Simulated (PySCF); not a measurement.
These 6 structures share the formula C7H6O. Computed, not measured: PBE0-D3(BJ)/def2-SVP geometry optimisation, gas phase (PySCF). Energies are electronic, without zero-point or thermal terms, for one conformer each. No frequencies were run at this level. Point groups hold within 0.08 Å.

Task: Rank from lowest to highest electronic energy at this level (kcal/mol).
A. `[CH:1]#[C:2][CH2:3][c:4]1[cH:5][cH:6][cH:7][o:8]1` with C2–C3–C4–C5 64°
B. `C#CCC#CC(C)=O`
C. `[O:1]=[CH:2][c:3]1[cH:4][cH:5][cH:6][cH:7][cH:8]1` with O1–C2–C3–C4 180° (benzaldehyde)
D. 4-methylene-2,5-cyclohexadiene-1-one, `C=C1C=CC(=O)C=C1`
E. `CC#Cc1ccco1`
F. tropone (`c1ccccc(=O)c1`)

Result: C (0.0), D (23.3), F (24.7), E (50.8), A (61.7), B (97.8).

As drawn, the lowest has an aromatic ring, which the highest lacks; the highest has a C≡C bond, which the lowest lacks. Neighbours under 2.5 kcal/mol apart (C=C1C=CC(=O)C=C1 and O=c1cccccc1) can change places with a better method, another conformer or zero-point energy.

```tsv
SMILES	E (Eh)	E rel (kcal/mol)	dipole (D)	point group	A, B, C (MHz)
O=Cc1ccccc1	-344.93418	0.0	3.16	Cs	5240, 1568, 1207
C=C1C=CC(=O)C=C1	-344.89705	23.3	4.39	C2v	5282, 1639, 1251
O=c1cccccc1	-344.89481	24.7	4.30	–	3743, 2020, 1312
CC#Cc1ccco1	-344.85324	50.8	0.68	near Cs	8786, 1014, 914.5
C#CCc1ccco1	-344.83592	61.7	0.60	C1	5727, 1279, 1166
C#CCC#CC(C)=O	-344.77829	97.8	3.06	–	5449, 824.2, 722.4
```

Task: How do the relative energies change in single points at PBE0/pcSseg-1 (no added dispersion term) on the same geometries?

Result: 
```json
{"SMILES": "O=Cc1ccccc1", "PBE0-D3(BJ)/def2-SVP (kcal/mol)": "0.0", "PBE0/pcSseg-1 (kcal/mol)": "0.0", "shift": "0.0"}
{"SMILES": "C=C1C=CC(=O)C=C1", "PBE0-D3(BJ)/def2-SVP (kcal/mol)": "23.3", "PBE0/pcSseg-1 (kcal/mol)": "22.3", "shift": "-1.0"}
{"SMILES": "O=c1cccccc1", "PBE0-D3(BJ)/def2-SVP (kcal/mol)": "24.7", "PBE0/pcSseg-1 (kcal/mol)": "23.7", "shift": "-1.0"}
{"SMILES": "CC#Cc1ccco1", "PBE0-D3(BJ)/def2-SVP (kcal/mol)": "50.8", "PBE0/pcSseg-1 (kcal/mol)": "50.1", "shift": "-0.7"}
{"SMILES": "C#CCc1ccco1", "PBE0-D3(BJ)/def2-SVP (kcal/mol)": "61.7", "PBE0/pcSseg-1 (kcal/mol)": "60.2", "shift": "-1.5"}
{"SMILES": "C#CCC#CC(C)=O", "PBE0-D3(BJ)/def2-SVP (kcal/mol)": "97.8", "PBE0/pcSseg-1 (kcal/mol)": "92.1", "shift": "-5.7"}
```

Each column counts from its own lowest isomer. The order is unchanged; the largest shift is 5.7 kcal/mol.
